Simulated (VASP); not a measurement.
KTaO3:

```
Ta K O
1.0
     3.98830    0.00000    0.00000
     0.00000    3.98830    0.00000
     0.00000    0.00000    3.98830
Ta K O
1 1 3
Direct
  0.00000 0.00000 0.00000
  0.50000 0.50000 0.50000
  0.00000 0.00000 0.50000
  0.00000 0.50000 0.00000
  0.50000 0.00000 0.00000
```

Base run:

- Program: VASP 6.6.1
- Functional: PBE
- Potentials or basis: VASP PAW PBE potentials, release 64 (Ta_pv, K_sv, O)
- Cutoff: 520 eV
- k mesh: 8 × 8 × 8
- Occupations: gaussian, width 0.02 eV
- Spin: no spin polarisation

Its results: band gap on the k mesh 2.18 eV, indirect (least direct gap 2.80 eV).

After a change of settings the same cell gave: band gap on the k mesh 3.50 eV, indirect (least direct gap 4.25 eV). Which change was it?
A. functional from PBE to HSE03; k mesh from 8 × 8 × 8 to 4 × 4 × 4
B. functional from PBE to r2SCAN-EpsX; k mesh from 8 × 8 × 8 to 4 × 4 × 4
C. functional from PBE to TB-mBJ
D. functional from PBE to LDA; potentials or basis from VASP PAW PBE potentials, release 64 (Ta_pv, K_sv, O) to VASP PAW LDA potentials, release 64 (Ta_pv, K_sv, O)

C.

Caveats: spin-orbit coupling is left out, which moves the levels of the heavy elements.

Not every run made on this cell is shown here.
